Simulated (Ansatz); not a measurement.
BeS: relaxed-ion elastic tensor

All numbers below come from DFT PBE, scalar-relativistic, plane waves, PAW (Ansatz). Settings: 420 eV plane-wave cutoff, Γ-centred 8×8×8 mesh, fixed occupations. No spin polarisation.

Relaxed structure:
```yaml
crystal:
  lattice:
    - [0.00000, 2.43801, 2.43801]
    - [2.43801, 0.00000, 2.43801]
    - [2.43801, 2.43801, 0.00000]
  atoms:
    - { symbol: Be, position: [0.25000, 0.25000, 0.25000] }
    - { symbol: S, position: [0.50000, 0.50000, 0.50000] }
```

The cell has the zinc blende type, in a space group that the Crystallography Open Database lists for this formula; it was reached from a generator's guess.

(1) Give the relaxed-ion elastic constants (GPa, Voigt order xx yy zz yz xz xy, on the Cartesian axes of the cell above).

(2) Is the crystal stable against homogeneous strain?

(3) And the moduli of a polycrystal (Hill averages)?

Results:

(1)
C11 = 157.4, C12 = 60.8, C13 = 60.8, C22 = 157.4, C23 = 60.8, C33 = 157.4, C44 = 82.4, C55 = 82.4, C66 = 82.4 GPa; the others vanish.

(2) Yes: the least eigenvalue of the tensor is 82.4 GPa.

(3) B = 93 GPa, G = 67 GPa, E = 161 GPa, ν = 0.21.
